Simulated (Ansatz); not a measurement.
Set up this calculation in Ansatz 0.2.0, as the native input.

| Quantity | Value |
| --- | --- |
| Task | band structure |
| Functional | PBEsol |
| Potentials or basis | all-electron LAPW, scalar-relativistic |
| Cutoff | 316 eV (chosen from the basis error) |
| Basis error allowed | 0.001 eV/atom |
| k mesh | 6 × 6 × 6 |
| Occupations | fermi-dirac, width 0.05 eV |
| Spin | no spin polarisation |

The system is GaAs.

```
As Ga
1.0
     0.00000    2.82685    2.82685
     2.82685    0.00000    2.82685
     2.82685    2.82685    0.00000
As Ga
1 1
Direct
  0.75000 0.75000 0.75000
  0.00000 0.00000 0.00000
```

The input as run:

input.yaml

```yaml
crystal:
  lattice:
    - [0.0, 2.82685, 2.82685]
    - [2.82685, 0.0, 2.82685]
    - [2.82685, 2.82685, 0.0]
  atoms:
    - { symbol: As, position: [0.75, 0.75, 0.75] }
    - { symbol: Ga, position: [0.0, 0.0, 0.0] }
kpoints:
  mp_grid: { grid: [6, 6, 6] }
  band_path:
    path:
      - [0.0, 0.0, 0.0]
      - [0.5, 0.0, 0.5]
      - [0.5, 0.25, 0.75]
      - [0.375, 0.375, 0.75]
      - [0.0, 0.0, 0.0]
      - [0.5, 0.5, 0.5]
      - [0.625, 0.25, 0.625]
      - [0.5, 0.25, 0.75]
    npoints: 10
scf:
  occupations: { method: fermi_dirac, width: 0.05 }
hamiltonian:
  xc: pbesol
  pseudopotentials: { kind: all_electron, lapw: { basis_error: 0.001 } }
output:
  forces: true
  stress: true
  eigenvalues: true
```

Potentials or basis: all-electron LAPW, scalar-relativistic.

Command:

```console
$ ansatz run input.yaml --threads 1 --pin off --max-ram 3072MiB --backend cpu --events-out ev --progress --plain --runs-dir out
```

Results of the run:

```json
{
 "Pressure": "0.2 GPa",
 "Band gap on the k mesh": "0.44 eV, direct",
 "Band gap along the path": "0.44 eV, direct"
}
```

Run time: 19 s on 1 thread of Arm Neoverse V1, with other jobs on the host, peak memory 0.26 GiB.
